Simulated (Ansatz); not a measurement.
# CsCl: one input, then a changed one

The cell is COD entry 9008789, as deposited and not checked against the literature; nothing was relaxed.

First run: DFT, PBE, all-electron LAPW, scalar-relativistic (Ansatz 0.2.0).

Command: `ansatz run input.yaml --threads 1 --pin off --max-ram 2048MiB --backend cpu --events-out ev --progress --plain --runs-dir out` The run took 2.6 s on 1 thread of Arm Neoverse V1, on a shared host, peak memory 0.21 GiB.

```yaml
crystal:
  lattice:
    - [4.123, 0.0, 0.0]
    - [0.0, 4.123, 0.0]
    - [0.0, 0.0, 4.123]
  atoms:
    - { symbol: Cs, position: [0.0, 0.0, 0.0] }
    - { symbol: Cl, position: [0.5, 0.5, 0.5] }
kpoints:
  mp_grid: { grid: [6, 6, 6] }
scf:
  occupations: { method: fermi_dirac, width: 0.03 }
hamiltonian:
  xc: pbe
  pseudopotentials: { kind: all_electron, lapw: { basis_error: 0.01 } }
output:
  forces: true
  stress: true
  eigenvalues: true
```

Result: converged; pressure 1.01 GPa; gap on the k mesh 5.27 eV; 7 SCF iterations.

Spin–orbit coupling is left out, though it moves levels of the heavy atoms by tenths of an eV or more.

The input is then changed:

```diff
@@ -11,4 +11,6 @@
 scf:
   occupations: { method: fermi_dirac, width: 0.03 }
+  mixing: { preconditioner: local_kerker }
+  algorithm: direct_min
 hamiltonian:
   xc: pbe
```

Task: Predict the outcome of the changed run.

Result: It converged; energy at zero smearing 0.0 meV/atom from the first run; pressure 1.01 GPa; gap on the k mesh 5.27 eV; 6 SCF iterations.
